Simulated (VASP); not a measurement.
# HfC3 (I4/mmm) in VASP: reference runs

Reference runs on HfC3: the cell as given.

Program: VASP 6.6.1. These are calculated values, not measurements. Logs are shortened: lines on timing, memory, paths and dates and some standing lists are left out, and cuts for length are marked.

### Step 1. Starting point

Symmetry: I4/mmm, No. 139, tetragonal system. Conventional cell: a = 3.151 Å, b = 3.151 Å, c = 7.892 Å, α = 90.00°, β = 90.00°, γ = 90.00°. Hf (site symmetry 4/mmm) has 12 C at 2.23 to 2.52 Å as nearest neighbours. C (site symmetry -4m2) has 8 C at 2.23 to 2.52 Å and 4 Hf at 2.52 Å as nearest neighbours. C (site symmetry 4/mmm) has 4 Hf at 2.23 Å and 8 C at 2.52 Å as nearest neighbours.

The cell was built by a generator and needn't be a form met in nature.

### Step 2. Single point, PBE

File INCAR:

```
PREC = Accurate
ENCUT = 520
EDIFF = 1E-7
ISMEAR = -1
SIGMA = 0.05
LREAL = F
LASPH = T
NELM = 100
ALGO = Normal
ISIF = 2
LWAVE = F
LCHARG = F
GGA = PE
NBANDS = 19
```

File KPOINTS:

```
Automatic mesh
0
Gamma
  12 12 12
```

File POSCAR:

```
HfC3
1.0
   -1.5753900000      1.5753900000      3.9461900000
    1.5753900000     -1.5753900000      3.9461900000
    1.5753900000      1.5753900000     -3.9461900000
Hf C
1 3
Direct
    0.0000000000      0.0000000000      0.0000000000
    0.7500000000      0.2500000000      0.5000000000
    0.2500000000      0.7500000000      0.5000000000
    0.5000000000      0.5000000000      0.0000000000
```

Potentials or basis: VASP PAW PBE potentials, release 64 (Hf_pv, C).

Launch:

```
$ cat potpaw_PBE.64/Hf_pv/POTCAR potpaw_PBE.64/C/POTCAR > POTCAR
$ mpirun -np 1 vasp_std > vasp.out
```

OUTCAR:

```text
PREC = Accurate
   ENCUT = 520
   EDIFF = 1E-7
   ISMEAR = -1
   LREAL = F
   LASPH = T
   NELM = 100
   ISIF = 2
   GGA = PE

 ion  position               nearest neighbor table
   1  0.000  0.000  0.000-   4 2.23   4 2.23   4 2.23   4 2.23   3 2.52   2 2.52   3 2.52   3 2.52
                             2 2.52   2 2.52   3 2.52   2 2.52
   2  0.750  0.250  0.500-   1 2.52   1 2.52   1 2.52   1 2.52
   3  0.250  0.750  0.500-   1 2.52   1 2.52   1 2.52   1 2.52
   4  0.500  0.500  0.000-   1 2.23   1 2.23   1 2.23   1 2.23

  LATTYP: Found a body centered tetragonal cell.
 ALAT       =     3.1507800000
 C/A-ratio  =     2.5048972001

  Lattice vectors:

 A1 = (  -1.5753900000,   1.5753900000,   3.9461900000)
 A2 = (   1.5753900000,  -1.5753900000,   3.9461900000)
 A3 = (   1.5753900000,   1.5753900000,  -3.9461900000)

Analysis of symmetry for initial positions (statically):
=====================================================================
 Subroutine PRICEL returns:
 Original cell was already a primitive cell.

 Routine SETGRP: Setting up the symmetry group for a
 body centered tetragonal supercell.

 Subroutine GETGRP returns: Found 16 space group operations
 (whereof 16 operations were pure point group operations)
 out of a pool of 16 trial point group operations.

The static configuration has the point symmetry D_4h.

Analysis of symmetry for dynamics (positions and initial velocities):
=====================================================================
 Subroutine PRICEL returns:
 Original cell was already a primitive cell.

 Routine SETGRP: Setting up the symmetry group for a
 body centered tetragonal supercell.

 Subroutine GETGRP returns: Found 16 space group operations
 (whereof 16 operations were pure point group operations)
 out of a pool of 16 trial point group operations.

The dynamic configuration has the point symmetry D_4h.

 Subroutine INISYM returns: Found 16 space group operations
 (whereof 16 operations are pure point group operations),
 and found     1 'primitive' translations

----------------------------------------------------------------------------------------

                                     Primitive cell

  volume of cell :      39.1755

  direct lattice vectors                    reciprocal lattice vectors
    -1.575390000  1.575390000  3.946190000     0.000000000  0.317381728  0.126704492
     1.575390000 -1.575390000  3.946190000     0.317381728  0.000000000  0.126704492
     1.575390000  1.575390000 -3.946190000     0.317381728  0.317381728  0.000000000

  length of vectors
     4.531679912  4.531679912  4.531679912     0.341738481  0.341738481  0.448845544

  position of ions in fractional coordinates (direct lattice)
     0.000000000  0.000000000  0.000000000
     0.750000000  0.250000000  0.500000000
     0.250000000  0.750000000  0.500000000
     0.500000000  0.500000000  0.000000000

  ion indices of the primitive-cell ions
   primitive index   ion index
                 1           1
                 2           2
                 3           3
                 4           4

----------------------------------------------------------------------------------------

 KPOINTS: Automatic mesh

Automatic generation of k-mesh.
 Grid dimensions read from file:
 generate k-points for:   12   12   12

 Generating k-lattice:

  Cartesian coordinates                     Fractional coordinates (reciprocal lattice)
     0.000000000  0.026448477  0.010558708     0.083333333  0.000000000  0.000000000
     0.026448477  0.000000000  0.010558708     0.000000000  0.083333333  0.000000000
     0.026448477  0.026448477  0.000000000     0.000000000  0.000000000  0.083333333

  Length of vectors
     0.028478207  0.028478207  0.037403795

  Shift w.r.t. Gamma in fractional coordinates (k-lattice)
     0.000000000  0.000000000  0.000000000

 Subroutine IBZKPT returns following result:
 ===========================================

 Found    163 irreducible k-points:

 Following reciprocal coordinates:
            Coordinates               Weight
  0.000000  0.000000  0.000000      1.000000
  0.083333  0.000000 -0.000000      8.000000
  0.166667 -0.000000  0.000000      8.000000
  0.250000  0.000000  0.000000      8.000000
  0.333333  0.000000  0.000000      8.000000
  0.416667  0.000000  0.000000      8.000000
[... 16 lines left out ...]
  0.500000  0.166667 -0.000000     16.000000
 -0.416667  0.166667  0.000000     16.000000
 [... further k-points ...]
   k-points           NKPTS =    163   k-points in BZ     NKDIM =    163   number of bands    NBANDS=     19
   number of dos      NEDOS =    301   number of ions     NIONS =      4
   total plane-waves  NPLWV =  46656
   dimension x,y,z NGX =    36 NGY =   36 NGZ =   36
   dimension x,y,z NGXF=    72 NGYF=   72 NGZF=   72
   ions per type =               1   3
   NGX,Y,Z   is equivalent  to a cutoff of  13.21, 13.21, 13.21 a.u.
   NGXF,Y,Z  is equivalent  to a cutoff of  26.41, 26.41, 26.41 a.u.
 SYSTEM =  unknown system
   PREC   = accura    normal or accurate (medium, high low for compatibility)
   ISTART =      0    job   : 0-new  1-cont  2-samecut
   ICHARG =      2    charge: 1-file 2-atom 10-const
   ISPIN  =      1    spin polarized calculation?
   LNONCOLLINEAR =      F non collinear calculations
   LSORBIT =      F    spin-orbit coupling
   LASPH  =      T    aspherical Exc in radial PAW
   ENCUT  =  520.0 eV  38.22 Ry    6.18 a.u.   8.43  8.43  8.43*2*pi/ulx,y,z
   NELM   =    100;   NELMIN=  2; NELMDL= -5     # of ELM steps
   EDIFF  = 0.1E-06   stopping-criterion for ELM
   LREAL  =      F    real-space projection
   EDIFFG = 0.1E-05   stopping-criterion for IOM
   NSW    =      0    number of steps for IOM
   IBRION =     -1    ionic relax: 0-MD 1-quasi-New 2-CG
   NFREE  =      0    steps in history (QN), initial steepest desc. (CG)
   ISIF   =      2    stress and relaxation
   ISYM   =      2    0-nonsym 1-usesym 2-fastsym
   POTIM  = 0.5000    time-step for ionic-motion
   TEBEG  =    0.0;   TEEND  =   0.0 temperature during run
   PSTRESS=    0.0 pullay stress
   NELECT =      22.0000    total number of electrons
   NUPDOWN=      -1.0000    fix difference up-down
   EMIN   =  10.00;   EMAX   =-10.00  energy-range for DOS
   EFERMI =   0.00;   METHOD = LEGACY
   ISMEAR =    -1;   SIGMA  =   0.05  broadening in eV -4-tet -1-fermi 0-gaus
   EFERMI_NEDOS =   21; number of points for ismear=-14 and -15
   IALGO  =     38    algorithm
   IMIX   =      4    mixing-type and parameters
     AMIX     =   0.40;   BMIX     =  1.00
     AMIX_MAG =   1.60;   BMIX_MAG =  1.00
  volume/ion in A,a.u.               =       9.79        66.09
  Fermi-wavevector in a.u.,A,eV,Ry     =   1.350655  2.552367 24.820675  1.824268
  Thomas-Fermi vector in A             =   2.478141
   LORBIT       =      0    0 simple, 1 ext, 2 COOP (PROOUT), +10 PAW based schemes
   GGA     = PE    functional components
   LHFCALC =     F    Hartree Fock is set to
   AEXX    =    0.0000 exact exchange contribution
   IVDW    =     0    specifies the selected vdW correction
   LEPSILON=     F    determine dielectric tensor
   LRPA    =     F    only Hartree local field effects (RPA)
 non-spin polarized calculation
  energy-cutoff  :      520.00
  volume of cell :       39.18
 maximum number of plane-waves:      1072
 NGX is ok and might be reduce to    36
   NGX = 17   NGY = 17   NGZ = 17

 number of electron      22.0000000 magnetization

 Free energy of the ion-electron system (eV)
  ---------------------------------------------------
  ext. energy  EPLUGINS =         0.00000000
  ---------------------------------------------------
  free energy    TOTEN  =       -30.58824743 eV

  energy without entropy =      -30.57247296  energy(sigma->0) =      -30.58036020

 E-fermi :   6.5066     XC(G=0): -12.5151

 val. band max:        6.5028529983   @ k =   0.4167   0.2500  -0.0000
 cond. band min:       6.5142267517   @ k =  -0.0833  -0.0833   0.0833
 fundamental gap:      0.0113737534
 Fermi energy:         6.5066473854

 k-point     1 :       0.0000    0.0000    0.0000
  band No.  band energies     occupation
      1     -23.4441      2.00000
      2     -23.1346      2.00000
      3     -23.1346      2.00000
      4      -8.6168      2.00000
      5      -2.9237      2.00000
      6       1.3619      2.00000
[... 11 lines left out ...]
     18      12.9101      0.00000
     19      13.1442      0.00000

 k-point     2 :       0.0833    0.0000   -0.0000
  band No.  band energies     occupation
      1     -23.4411      2.00000
      2     -23.1769      2.00000
      3     -23.1295      2.00000
      4      -8.4864      2.00000
      5      -2.8760      2.00000
      6       0.8773      2.00000
[... 11 lines left out ...]
     18      13.0658      0.00000
     19      13.1691      0.00000

 k-point     3 :       0.1667   -0.0000    0.0000
  band No.  band energies     occupation
      1     -23.4329      2.00000
      2     -23.2905      2.00000
      3     -23.1155      2.00000
      4      -8.1076      2.00000
      5      -2.7523      2.00000
      6      -0.3058      2.00000
[... 11 lines left out ...]
     18      13.0328      0.00000
     19      13.1805      0.00000

 k-point     4 :       0.2500    0.0000    0.0000
  band No.  band energies     occupation
      1     -23.4442      2.00000
      2     -23.4188      2.00000
      3     -23.0964      2.00000
      4      -7.5147      2.00000
      5      -2.6562      2.00000
      6      -1.3436      2.00000
[... 407 lines left out ...]
     18      13.6285      0.00000
     19      14.8650      0.00000

 k-point    23 :       0.5000    0.1667   -0.0000
  band No.  band energies     occupation
      1     -23.7029      2.00000
      2     -23.3807      2.00000
      3     -23.2033      2.00000
      4      -4.8482      2.00000
      5      -4.5109      2.00000
      6      -2.0749      2.00000
[... 11 lines left out ...]
     18      13.5610      0.00000
     19      14.8789      0.00000

 k-point    24 :      -0.4167    0.1667    0.0000
  band No.  band energies     occupation
      1     -23.6655      2.00000
      2     -23.3809      2.00000
      3     -23.2089      2.00000
      4      -5.7463      2.00000
      5      -3.5955      2.00000
      6      -1.9699      2.00000
[... 11 lines left out ...]
     18      13.2867      0.00000
     19      14.3623      0.00000

 [... further k-points ...]
[... 5 lines left out ...]
  --------------------------------------------------------------------------------------
  -------------------------------------------------------------------------------------
  Total       -0.1226181     -0.1226181     -0.2343082      0.0000000     -0.0000000      0.0000000
  in kB       -5.0147687     -5.0147687     -9.5826131      0.0000000     -0.0000000      0.0000000
  external PRESSURE =      -6.5373835 kB  Pullay stress =       0.0000000 kB

 VOLUME and BASIS-vectors are now :
 -----------------------------------------------------------------------------
  energy-cutoff  :      520.00
  volume of cell :       39.18
      direct lattice vectors                 reciprocal lattice vectors
    -1.575390000  1.575390000  3.946190000     0.000000000  0.317381728  0.126704492
     1.575390000 -1.575390000  3.946190000     0.317381728  0.000000000  0.126704492
     1.575390000  1.575390000 -3.946190000     0.317381728  0.317381728  0.000000000

 POSITION                                       TOTAL-FORCE (eV/Angst)
 -----------------------------------------------------------------------------------
      0.00000      0.00000      0.00000         0.000000      0.000000     -0.000000
      0.00000      1.57539      1.97310        -0.000000     -0.000000      0.000000
      1.57539      0.00000      1.97310         0.000000      0.000000     -0.000000
      0.00000      0.00000      3.94619         0.000000      0.000000     -0.000000
 -----------------------------------------------------------------------------------
    total drift:                               -0.000000      0.000000      0.000000

  FREE ENERGIE OF THE ION-ELECTRON SYSTEM (eV)
  ---------------------------------------------------
  free  energy   TOTEN  =       -30.5882474311 eV

  energy  without entropy=      -30.5724729599  energy(sigma->0) =      -30.58036020
```

It took 2.8 min on 1 thread of Intel Xeon Platinum 8488C (Sapphire Rapids), shared host; peak memory 0.27 GiB.

Results:

| Property | Result |
| --- | --- |
| Free energy | -30.5882 eV |
| Pressure | -0.7 GPa |
| Band gap on the k mesh | none (metal or under the smearing width) |

Stress tensor (GPa, compression positive):
```
-0.50  0.00  0.00
 0.00 -0.50  0.00
 0.00  0.00 -0.96
```

Spin-orbit coupling is left out, which matters for the levels of Hf.
